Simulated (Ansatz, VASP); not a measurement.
One calculation of BN, two programs

```xyz
4
Lattice="2.5121 0.0000 0.0000 -1.2561 2.1756 0.0000 0.0000 0.0000 8.3612" Properties=species:S:1:pos:R:3 pbc="T T T"
B     0.0000    0.0000    0.0000
B     0.0000    1.4504    4.1806
N     0.0000    1.4504    0.0000
N     1.2561    0.7252    4.1806
```

Alike in both runs: functional PBE; k mesh 12 × 12 × 4; occupations gaussian, width 0.02 eV; no spin polarisation.

Ansatz relaxed the structure, and its values are those at the end. VASP's run is a single point on that final structure, the one shown.

|  | VASP | Ansatz |
| --- | --- | --- |
| version | VASP 6.6.1 | Ansatz 0.2.0 |
| potentials or method | VASP PAW PBE potentials, release 64 (B, N) | scalar-relativistic, plane waves, PAW |
| plane-wave cutoff (eV) | 520 | 420 |
| valence electrons in the cell | 16 | 16 |

Ansatz gave:

| Item | Value |
| --- | --- |
| gap on the k mesh at the Fermi level (eV) | 4.38 |
| least direct gap on the mesh (eV) | 4.64 |
| pressure (GPa) | 0.0 |

Which values does VASP return?

gap on the k mesh at the Fermi level (eV): 4.38; least direct gap on the mesh (eV): 4.64; pressure (GPa): 0.1.

Caveats: this functional lacks dispersion, which binds the layers, so the pressure and a relaxed spacing across them are unreliable. A k mesh can miss the band edges. PBE gaps usually lie below the measured ones, often by a third to a half.
